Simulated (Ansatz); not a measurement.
# C: a line through a two-coordinate scan

Aim: follow the energy of C (Fmmm, No. 69; 2 atoms in the cell) along one coordinate, volume per atom at fixed shape, with the other held at shift of C1 along [0 1 0] = −0.150 Å.

Computed with Ansatz 0.2.0 (DFT PBE+D3(BJ), scalar-relativistic, plane waves, PAW, unless a step's input says otherwise).

40 further runs of the same task are left out: 40 set aside as unsound or not needed.

### 1 Starting point

It takes space group Fmmm (No. 69, orthorhombic). The conventional cell has a = 2.466 Å, b = 4.268 Å, c = 6.796 Å, α = 90.00°, β = 90.00°, γ = 90.00°. C (site symmetry m2m) has 3 C at 1.42 Å as nearest neighbours.

Structure file:

```xyz
2
Lattice="0.0000 2.1341 3.3979 1.2328 0.0000 3.3979 1.2328 2.1341 0.0000" Properties=species:S:1:pos:R:3 pbc="T T T"
C     1.2328    0.7115    3.3979
C     1.2328    3.5567    3.3979
```

This cell was relaxed beforehand with the same method: volume 8.94 Å³/atom, gap on the mesh 0.07 eV.

### 2 Plan of the line

Atoms count from 1 in the order of the input.

The energy is mapped over a free internal coordinate and the cell.

First coordinate, shift of C1 along [0 1 0], its symmetry partners moved as symmetry demands (measured in the relaxed cell): 9 values from −0.150 Å. Second coordinate, volume per atom at fixed shape: 9 values from 8.224 to 9.655 Å³.

Nothing else is relaxed (all other coordinates fixed). Energies count from the relaxed crystal. Points are written as (first, second).

### 3 Point (−0.150 Å, 8.224 Å³)

The input, input.yaml:

```yaml
crystal:
  lattice:
    - [0.0, 2.0755805716, 3.3047059672]
    - [1.1989765253, 0.0, 3.3047059672]
    - [1.1989765253, 2.0755805716, 0.0]
  atoms:
    - { symbol: C, position: [0.1315530015, 0.8684469985, 0.1315530015] }
    - { symbol: C, position: [0.8684469985, 0.1315530015, 0.8684469985] }
basis:
  ecutwfc: 520.0
kpoints:
  mp_grid: { grid: [16, 16, 16] }
hamiltonian:
  xc: pbe
  pseudopotentials: { kind: paw, azcp: { folder: soft_1 } }
  dispersion: d3bj
scf:
  occupations: { method: gaussian, width: 0.03 }
output:
  forces: true
  stress: true
  eigenvalues: true
  write_density: true
  write_potential: true
  elf: true
  volumetric_format: npy
```

Launch:

```console
ansatz run input.yaml --threads 1 --pin off --max-ram 2048MiB --backend cpu --events-out ev --progress --plain --runs-dir out
```

The session goes on with these runs: the other points of the line.

Before running it: what results should come out? Wanted: for each run, volume per atom at fixed shape; energy; slope; pressure; largest force on an atom.

The runs gave:

```
volume per atom at fixed shape (Å³)  step  energy (meV/atom)  slope (meV/atom per Å³)  pressure (GPa)  largest force on an atom (eV/Å)
                              8.224     3               1886                     −575              92                             30.4
                              8.403     –               1789                     −509              82                             29.0
                              8.582     4               1703                     −448              72                             27.8
                              8.761     5               1628                     −392              63                             26.5
                              8.939     6               1563                     −340              55                             25.4
                              9.118     7               1506                     −293              47                             24.3
                              9.297     –               1458                     −250              40                             23.2
                              9.476     8               1417                     −211              34                             22.2
                              9.655     9               1382                     −174              28                             21.3
```

Energies count from the relaxed crystal. Rows without a step come from runs not printed here or follow by symmetry. Slopes come from the forces (and the stress, where the cell changes), not from differences of energies.

Along this line the energy keeps falling to 9.655 Å³, the edge of the range. The highest point computed, at 8.224 Å³, lies 504 meV/atom above the lowest. This is one cut through a surface in two coordinates; the map's lowest point lies off it. The gap on the mesh closes on part of the grid. Where forces pass 15 eV/Å atoms stand far too close, the PAW spheres overlap strongly and those numbers are rough.
